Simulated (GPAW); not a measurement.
Input of a GPAW 26.7.0 run:

run.py

```python
from ase.dft.bandgap import bandgap
from ase.io import read, write
from ase.units import Bohr, GPa
from gpaw import GPAW, PW
from gpaw.elf import elf_from_dft_calculation

atoms = read('ZrO2.xyz')

calc = GPAW(mode=PW(800),
            xc='PBE',
            kpts={'size': (9, 9, 9), 'gamma': True},
            occupations={'name': 'methfessel-paxton', 'order': 0, 'width': 0.03},
            nbands=24,
            convergence={'density': 1e-05, 'energy': 1e-05},
            maxiter=150,
            txt='gpaw.txt')
atoms.calc = calc
energy = atoms.get_potential_energy()
forces = atoms.get_forces()
stress = atoms.get_stress()
calc.write('gs.gpw')
write('result.traj', atoms)
print(f'Energy: {energy:.6f} eV')
print('Forces (eV/A):')
print(forces.round(4))
print('Stress (GPa):', (stress / GPa).round(3))
print('Fermi level:', round(calc.get_fermi_level(), 4), 'eV')
print(f'Gap: {bandgap(calc)[0]:.4f} eV, direct: {bandgap(calc, direct=True)[0]:.4f} eV')

# fields on the real-space grid
write('density.cube', atoms, data=calc.get_pseudo_density() * Bohr**3)
write('potential.cube', atoms, data=calc.get_electrostatic_potential())
write('elf.cube', atoms, data=elf_from_dft_calculation(calc).data)
```

ZrO2.xyz

```xyz
3
Lattice="0.0000000000 2.5450727058 2.5450727058 2.5450727058 0.0000000000 2.5450727058 2.5450727058 2.5450727058 0.0000000000" Properties=species:S:1:pos:R:3 pbc="T T T"
Zr     0.0000000000      0.0000000000      0.0000000000
O      3.8176090587      3.8176090587      3.8176090587
O      1.2725363529      1.2725363529      1.2725363529
```

Potentials or basis: GPAW PAW data sets (gpaw-data 1.2.1), pw.

Launch:

```console
$ OMP_NUM_THREADS=1 python run.py
```

Question: Estimate the pressure.

Answer: 1.7 GPa.

Question: What does it give for the band gap on the k mesh?

Answer: 3.41 eV, indirect (least direct gap 3.89 eV).

Caveat: an odd mesh through Γ misses points on the zone boundary, where band edges often lie.
